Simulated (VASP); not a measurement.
# BN (F-43m) in VASP: notebook

Runs on BN. Level: LDA. Tasks: dielectric tensor.

All numbers are computed with VASP 6.6.1; they aren't measurements. Logs are shortened: lines on timing, memory, paths and dates and some standing lists are left out, and cuts for length are marked.

## (1) The crystal as given

Symmetry: F-43m, No. 216, cubic system. Conventional cell: a = 3.626 Å, b = 3.626 Å, c = 3.626 Å, α = 90.00°, β = 90.00°, γ = 90.00°. Around N (site symmetry -43m) lie 4 B at 1.57 Å. B (site symmetry -43m) has 4 N at 1.57 Å as nearest neighbours.

The cell is a database's computed one.

## (2) Dielectric tensor, LDA

INCAR reads:

```
SYSTEM = BN
  PREC = Accurate
  ENCUT = 400
  EDIFF = 1E-8
  ISMEAR = 0
  SIGMA = 0.01
  LREAL = .FALSE.
  LASPH = .TRUE.
  NELM = 100
  ALGO = Normal
  ISIF = 2
  LWAVE = .FALSE.
  LCHARG = .FALSE.
  GGA = CA
  LEPSILON = .TRUE.
```

KPOINTS reads:

```
Automatic mesh
0
G
  5 5 5
  0 0 0
```

POSCAR reads:

```
BN
1.0
    0.0000000000      1.8130010000      1.8130010000
    1.8130010000      0.0000000000      1.8130010000
    1.8130010000      1.8130010000      0.0000000000
N B
1 1
Direct
    0.2500000000      0.2500000000      0.2500000000
    0.0000000000      0.0000000000      0.0000000000
```

Potentials or basis: VASP PAW LDA potentials, release 64 (N, B).

Started as:

```
$ cat potpaw_LDA.64/N/POTCAR potpaw_LDA.64/B/POTCAR > POTCAR
$ mpirun -np 1 vasp_std > vasp.out
```

OUTCAR:

```text
SYSTEM = BN
   PREC = Accurate
   ENCUT = 400
   EDIFF = 1E-8
   ISMEAR = 0
   LREAL = .FALSE.
   LASPH = .TRUE.
   NELM = 100
   ISIF = 2
   GGA = CA
   LEPSILON = .TRUE.

 Found     10 irreducible k-points:

 Following reciprocal coordinates:
            Coordinates               Weight
  0.000000  0.000000  0.000000      1.000000
  0.200000  0.000000  0.000000      8.000000
  0.400000  0.000000  0.000000      8.000000
  0.200000  0.200000  0.000000      6.000000
  0.400000  0.200000  0.000000     24.000000
 -0.400000  0.200000  0.000000     24.000000
   k-points           NKPTS =     10   k-points in BZ     NKDIM =     10   number of bands    NBANDS=      8
   number of dos      NEDOS =    301   number of ions     NIONS =      2
   total plane-waves  NPLWV =   5832
   dimension x,y,z NGX =    18 NGY =   18 NGZ =   18
   dimension x,y,z NGXF=    36 NGYF=   36 NGZF=   36
   ions per type =               1   1
   NGX,Y,Z   is equivalent  to a cutoff of  11.67, 11.67, 11.67 a.u.
   NGXF,Y,Z  is equivalent  to a cutoff of  23.34, 23.34, 23.34 a.u.
 SYSTEM =  BN
   PREC   = accura    normal or accurate (medium, high low for compatibility)
   ISTART =      0    job   : 0-new  1-cont  2-samecut
   ICHARG =      2    charge: 1-file 2-atom 10-const
   ISPIN  =      1    spin polarized calculation?
   LNONCOLLINEAR =      F non collinear calculations
   LSORBIT =      F    spin-orbit coupling
   LASPH  =      T    aspherical Exc in radial PAW
   ENCUT  =  400.0 eV  29.40 Ry    5.42 a.u.   4.18  4.18  4.18*2*pi/ulx,y,z
   NELM   =    100;   NELMIN=  2; NELMDL= -5     # of ELM steps
   EDIFF  = 0.1E-07   stopping-criterion for ELM
   LREAL  =      F    real-space projection
   EDIFFG = 0.1E-06   stopping-criterion for IOM
   NSW    =      0    number of steps for IOM
   IBRION =     -1    ionic relax: 0-MD 1-quasi-New 2-CG
   NFREE  =      0    steps in history (QN), initial steepest desc. (CG)
   ISIF   =      2    stress and relaxation
   ISYM   =      2    0-nonsym 1-usesym 2-fastsym
   POTIM  = 0.5000    time-step for ionic-motion
   TEBEG  =    0.0;   TEEND  =   0.0 temperature during run
   PSTRESS=    0.0 pullay stress
   NELECT =       8.0000    total number of electrons
   NUPDOWN=      -1.0000    fix difference up-down
   EMIN   =  10.00;   EMAX   =-10.00  energy-range for DOS
   EFERMI =   0.00;   METHOD = LEGACY
   ISMEAR =     0;   SIGMA  =   0.01  broadening in eV -4-tet -1-fermi 0-gaus
   EFERMI_NEDOS =   21; number of points for ismear=-14 and -15
   IALGO  =     38    algorithm
   IMIX   =      4    mixing-type and parameters
     AMIX     =   0.40;   BMIX     =  1.00
     AMIX_MAG =   1.60;   BMIX_MAG =  1.00
  volume/ion in A,a.u.               =       5.96        40.22
  Fermi-wavevector in a.u.,A,eV,Ry     =   1.433387  2.708709 27.954506  2.054598
  Thomas-Fermi vector in A             =   2.552911
   LORBIT       =      0    0 simple, 1 ext, 2 COOP (PROOUT), +10 PAW based schemes
   GGA     = CA    functional components
   LHFCALC =     F    Hartree Fock is set to
   AEXX    =    0.0000 exact exchange contribution
   IVDW    =     0    specifies the selected vdW correction
   LEPSILON=     T    determine dielectric tensor
   LRPA    =     F    only Hartree local field effects (RPA)
 non-spin polarized calculation
 Gauss-broadening in eV      SIGMA  =   0.01
  energy-cutoff  :      400.00
  volume of cell :       11.92
 maximum number of plane-waves:       226
 NGX is ok and might be reduce to    18
   NGX =  9   NGY =  9   NGZ =  9

--------------------------------------- Ionic step        1  -------------------------------------------

 number of electron       7.9999999 magnetization

 E-fermi :   7.4599     XC(G=0): -13.0597

 val. band max:        7.3193609925   @ k =   0.0000   0.0000   0.0000
 cond. band min:      12.0924903824   @ k =   0.4000   0.4000   0.0000
 fundamental gap:      4.7731293899
 Fermi energy:         7.4598523996

 k-point     1 :       0.0000    0.0000    0.0000
  band No.  band energies     occupation
      1     -12.6886      2.00000
      2       7.3194      2.00000
      3       7.3194      2.00000
      4       7.3194      2.00000
      5      15.9255      0.00000
      6      15.9255      0.00000
      7      15.9255      0.00000
      8      17.5633      0.00000

 k-point     2 :       0.2000    0.0000    0.0000
  band No.  band energies     occupation
      1     -11.7340      2.00000
      2       3.3418      2.00000
      3       6.4700      2.00000
      4       6.4700      2.00000
      5      16.6162      0.00000
      6      17.0929      0.00000
      7      17.0929      0.00000
      8      19.9236      0.00000

 k-point     3 :       0.4000    0.0000    0.0000
  band No.  band energies     occupation
      1      -9.2500      2.00000
      2      -2.1431      2.00000
      3       5.4894      2.00000
      4       5.4894      2.00000
      5      17.2678      0.00000
      6      17.8008      0.00000
      7      17.8008      0.00000
      8      21.9745      0.00000

 k-point     4 :       0.2000    0.2000    0.0000
  band No.  band energies     occupation
      1     -11.4190      2.00000
      2       4.5495      2.00000
      3       5.0231      2.00000
      4       5.0231      2.00000
      5      14.5218      0.00000
      6      19.1481      0.00000
      7      19.2068      0.00000
      8      19.2068      0.00000

 k-point     5 :       0.4000    0.2000    0.0000
  band No.  band energies     occupation
      1      -9.4013      2.00000
      2      -0.0333      2.00000
      3       3.8312      2.00000
      4       4.0494      2.00000
      5      14.9807      0.00000
      6      19.7750      0.00000
      7      20.3711      0.00000
      8      20.6256      0.00000

 k-point     6 :      -0.4000    0.2000    0.0000
  band No.  band energies     occupation
      1      -7.9402      2.00000
      2      -2.3686      2.00000
      3       2.4638      2.00000
      4       4.5219      2.00000
      5      16.0654      0.00000
      6      19.8506      0.00000
      7      19.9932      0.00000
      8      22.7343      0.00000

 [... further k-points ...]

  FORCE on cell =-STRESS in cart. coord.  units (eV):
  Direction    XX          YY          ZZ          XY          YZ          ZX
  --------------------------------------------------------------------------------------
  -------------------------------------------------------------------------------------
  Total       -1.4528049     -1.4528049     -1.4528049      0.0000000      0.0000000     -0.0000000
  in kB     -195.2961785   -195.2961785   -195.2961785      0.0000000      0.0000000     -0.0000000
  external PRESSURE =    -195.2961785 kB  Pullay stress =       0.0000000 kB

 VOLUME and BASIS-vectors are now :
 -----------------------------------------------------------------------------
  energy-cutoff  :      400.00
  volume of cell :       11.92
      direct lattice vectors                 reciprocal lattice vectors
     0.000000000  1.813001000  1.813001000    -0.275785838  0.275785838  0.275785838
     1.813001000  0.000000000  1.813001000     0.275785838 -0.275785838  0.275785838
     1.813001000  1.813001000  0.000000000     0.275785838  0.275785838 -0.275785838

 POSITION                                       TOTAL-FORCE (eV/Angst)
 -----------------------------------------------------------------------------------
      0.90650      0.90650      0.90650         0.000000      0.000000      0.000000
      0.00000      0.00000      0.00000        -0.000000     -0.000000     -0.000000
 -----------------------------------------------------------------------------------
    total drift:                               -0.000000     -0.000000     -0.000000

  FREE ENERGIE OF THE ION-ELECTRON SYSTEM (eV)
  ---------------------------------------------------
  free  energy   TOTEN  =       -19.3789092514 eV

  energy  without entropy=      -19.3789092514  energy(sigma->0) =      -19.37890925

 HEAD OF MICROSCOPIC STATIC DIELECTRIC TENSOR (INDEPENDENT PARTICLE, excluding Hartree and local field effects)
 ------------------------------------------------------
           5.022166    -0.000000     0.000000
           0.000000     5.022166    -0.000000
           0.000000    -0.000000     5.022166
 ------------------------------------------------------

 Free energy of the ion-electron system (eV)
  ---------------------------------------------------
  ---------------------------------------------------
  free energy    TOTEN  =        -0.13479463 eV

  energy without entropy =       -0.13479463

------------------------ aborting loop because EDIFF is reached ----------------------------------------

--------------------------------------- Ionic step        2  -------------------------------------------

------------------------ aborting loop because EDIFF is reached ----------------------------------------

--------------------------------------- Ionic step        3  -------------------------------------------

 Free energy of the ion-electron system (eV)
  ---------------------------------------------------
  ---------------------------------------------------
  free energy    TOTEN  =        -0.13479459 eV

  energy without entropy =       -0.13479459

------------------------ aborting loop because EDIFF is reached ----------------------------------------

 PIEZOELECTRIC TENSOR FIELD DIRECTION 3  (e Angst)
 -----------------------------------------------------------------------------
     0.00003 -0.76988  0.00000           ( -0.00000 -0.00999  0.00000)
    -0.76988  0.00003  0.00000           ( -0.00999 -0.00000  0.00000)
     0.00000  0.00000 -0.00028           (  0.00000  0.00000 -0.00000)

 PIEZOELECTRIC TENSOR FIELD DIRECTION 3  (C/m^2)
 -----------------------------------------------------------------------------
     0.00004 -1.03492  0.00000
    -1.03492  0.00004  0.00000
     0.00000  0.00000 -0.00038

 MACROSCOPIC STATIC DIELECTRIC TENSOR (including local field effects in DFT)
 ------------------------------------------------------
           4.860097     0.000000     0.000000
           0.000000     4.860097     0.000000
          -0.000000     0.000000     4.860097
 ------------------------------------------------------

 PIEZOELECTRIC TENSOR (including local field effects)  for field in x, y, z        (e  Angst)
          XX          YY          ZZ          XY          YZ          ZX
  --------------------------------------------------------------------------------
  x     0.00000     0.00000     0.00000     0.00000    -0.77186    -0.00000
  y     0.00000     0.00000     0.00000    -0.00000    -0.00000    -0.77186
  z     0.00000     0.00000     0.00000    -0.77186    -0.00000     0.00000

 PIEZOELECTRIC TENSOR (including local field effects)  for field in x, y, z        (C/m^2)
          XX          YY          ZZ          XY          YZ          ZX
  --------------------------------------------------------------------------------
  x     0.00000     0.00000     0.00000     0.00000    -1.03759    -0.00000
  y     0.00000     0.00000     0.00000    -0.00000    -0.00000    -1.03759
  z     0.00000     0.00000     0.00000    -1.03759    -0.00000     0.00000

 BORN EFFECTIVE CHARGES (including local field effects) (in |e|, cummulative output)
 ---------------------------------------------------------------------------------
 ion    1
    1    -1.92989     0.00000     0.00000
    2     0.00000    -1.92989     0.00000
    3     0.00000     0.00000    -1.92989
 ion    2
    1     1.92989     0.00000     0.00000
    2     0.00000     1.92989     0.00000
    3     0.00000     0.00000     1.92989
```

Wall time 7.7 s (1 thread of AMD EPYC 9R45 (Zen 5), shared host); peak memory 0.08 GiB.

The run converged, but some of its settings lie outside the range that counts as converged, so its numbers aren't taken as properties of the crystal.

Results:

```
Band gap on the k mesh                  : 4.77 eV, indirect (least direct gap 8.61 eV)
Electronic dielectric tensor (diagonal) : 4.86
Born charges (mean of the diagonal)     : N -1.93; B +1.93 e
```

Caveat: the k mesh is coarse (spacing up to 0.60 Å⁻¹), so the values aren't converged; the cutoff is under 1.25 times the usual one of these potentials, so pressure, stress and relaxed cells hold a basis-set (Pulay) error; an odd mesh through Γ misses points on the zone boundary, where band edges often lie.

## (3) Dielectric tensor, LDA

INCAR, as its differences from that of step 2:

```diff
@@ -2,3 +2,3 @@
   PREC = Accurate
-  ENCUT = 400
+  ENCUT = 460
   EDIFF = 1E-8
```

KPOINTS is that of step 2.

POSCAR is that of step 2.

Potentials or basis: VASP PAW LDA potentials, release 64 (N, B).

Started as:

```
$ cat potpaw_LDA.64/N/POTCAR potpaw_LDA.64/B/POTCAR > POTCAR
$ mpirun -np 1 vasp_std > vasp.out
```

OUTCAR:

```text
SYSTEM = BN
   PREC = Accurate
   ENCUT = 460
   EDIFF = 1E-8
   ISMEAR = 0
   LREAL = .FALSE.
   LASPH = .TRUE.
   NELM = 100
   ISIF = 2
   GGA = CA
   LEPSILON = .TRUE.

 Found     10 irreducible k-points:

 Following reciprocal coordinates:
            Coordinates               Weight
  0.000000  0.000000  0.000000      1.000000
  0.200000  0.000000  0.000000      8.000000
  0.400000  0.000000  0.000000      8.000000
  0.200000  0.200000  0.000000      6.000000
  0.400000  0.200000  0.000000     24.000000
 -0.400000  0.200000  0.000000     24.000000
   k-points           NKPTS =     10   k-points in BZ     NKDIM =     10   number of bands    NBANDS=      8
   number of dos      NEDOS =    301   number of ions     NIONS =      2
   total plane-waves  NPLWV =   5832
   dimension x,y,z NGX =    18 NGY =   18 NGZ =   18
   dimension x,y,z NGXF=    36 NGYF=   36 NGZF=   36
   ions per type =               1   1
   NGX,Y,Z   is equivalent  to a cutoff of  11.67, 11.67, 11.67 a.u.
   NGXF,Y,Z  is equivalent  to a cutoff of  23.34, 23.34, 23.34 a.u.
 SYSTEM =  BN
   PREC   = accura    normal or accurate (medium, high low for compatibility)
   ISTART =      0    job   : 0-new  1-cont  2-samecut
   ICHARG =      2    charge: 1-file 2-atom 10-const
[... 179 lines left out ...]
  ---------------------------------------------------
  free energy    TOTEN  =        -0.13474756 eV

  energy without entropy =       -0.13474756

------------------------ aborting loop because EDIFF is reached ----------------------------------------

 PIEZOELECTRIC TENSOR FIELD DIRECTION 3  (e Angst)
 -----------------------------------------------------------------------------
     0.00003 -0.77472  0.00000           ( -0.00000 -0.00979  0.00000)
    -0.77472  0.00003  0.00000           ( -0.00979 -0.00000  0.00000)
     0.00000  0.00000 -0.00029           (  0.00000  0.00000 -0.00000)

 PIEZOELECTRIC TENSOR FIELD DIRECTION 3  (C/m^2)
 -----------------------------------------------------------------------------
     0.00004 -1.04144  0.00000
    -1.04144  0.00004  0.00000
     0.00000  0.00000 -0.00038

 MACROSCOPIC STATIC DIELECTRIC TENSOR (including local field effects in DFT)
 ------------------------------------------------------
           4.859037    -0.000000    -0.000000
           0.000000     4.859037     0.000000
           0.000000     0.000000     4.859037
 ------------------------------------------------------

 PIEZOELECTRIC TENSOR (including local field effects)  for field in x, y, z        (e  Angst)
          XX          YY          ZZ          XY          YZ          ZX
  --------------------------------------------------------------------------------
  x     0.00000     0.00000     0.00000     0.00000    -0.77671     0.00000
  y    -0.00000     0.00000    -0.00000     0.00000     0.00000    -0.77671
  z     0.00000    -0.00000     0.00000    -0.77671     0.00000     0.00000

 PIEZOELECTRIC TENSOR (including local field effects)  for field in x, y, z        (C/m^2)
          XX          YY          ZZ          XY          YZ          ZX
  --------------------------------------------------------------------------------
  x     0.00000     0.00000     0.00000     0.00000    -1.04411     0.00000
  y    -0.00000     0.00000    -0.00000     0.00000     0.00000    -1.04411
  z     0.00000    -0.00000     0.00000    -1.04411     0.00000     0.00000

 BORN EFFECTIVE CHARGES (including local field effects) (in |e|, cummulative output)
 ---------------------------------------------------------------------------------
 ion    1
    1    -1.93249     0.00000     0.00000
    2     0.00000    -1.93249     0.00000
    3    -0.00000    -0.00000    -1.93249
 ion    2
    1     1.93249     0.00000     0.00000
    2     0.00000     1.93249     0.00000
    3     0.00000     0.00000     1.93249
```

OSZICAR:

```text
[... 16 lines left out ...]
RMM:   1    -0.131981167457E+00   -0.13198E+00   -0.42633E-01   892   0.234E+00
RMM:   2    -0.132426044752E+00   -0.44488E-03   -0.69523E-04   680   0.179E-01    0.606E-01
RMM:   3    -0.130000615779E+00    0.24254E-02   -0.11700E-03   670   0.314E-01    0.356E-01
RMM:   4    -0.134252131924E+00   -0.42515E-02   -0.17824E-03   682   0.384E-01    0.367E-02
RMM:   5    -0.134720776270E+00   -0.46864E-03   -0.19347E-05   693   0.425E-02    0.416E-03
RMM:   6    -0.134738189460E+00   -0.17413E-04   -0.11553E-07   727   0.293E-03    0.213E-03
RMM:   7    -0.134747001240E+00   -0.88118E-05   -0.13171E-08   713   0.120E-03    0.152E-04
RMM:   8    -0.134747574134E+00   -0.57289E-06   -0.34774E-10   569   0.107E-04    0.343E-05
RMM:   9    -0.134747559960E+00    0.14174E-07    0.00000E+00   309   0.317E-05    0.173E-06
```

It took 7.8 s on 1 thread of AMD EPYC 9R45 (Zen 5), shared host; peak memory 0.08 GiB.

The run converged, but some of its settings lie outside the range that counts as converged, so its numbers aren't taken as properties of the crystal.

Results:

```
Band gap on the k mesh                  : 4.81 eV, indirect (least direct gap 8.63 eV)
Electronic dielectric tensor (diagonal) : 4.86
Born charges (mean of the diagonal)     : N -1.93; B +1.93 e
```

Caveat: the k mesh is coarse (spacing up to 0.60 Å⁻¹), so the values aren't converged; the cutoff is under 1.25 times the usual one of these potentials, so pressure, stress and relaxed cells hold a basis-set (Pulay) error; an odd mesh through Γ misses points on the zone boundary, where band edges often lie.

## (4) The reference run

An earlier run on the cell as given: functional PBEsol; potentials or basis VASP PAW PBE potentials, release 64 (N, B); cutoff 520 eV; k mesh 13 × 13 × 13; occupations fermi-dirac, width 0.05 eV; no spin polarisation.

- Pressure: -5.7 GPa
- Band gap on the k mesh: 4.34 eV, indirect (least direct gap 8.72 eV)
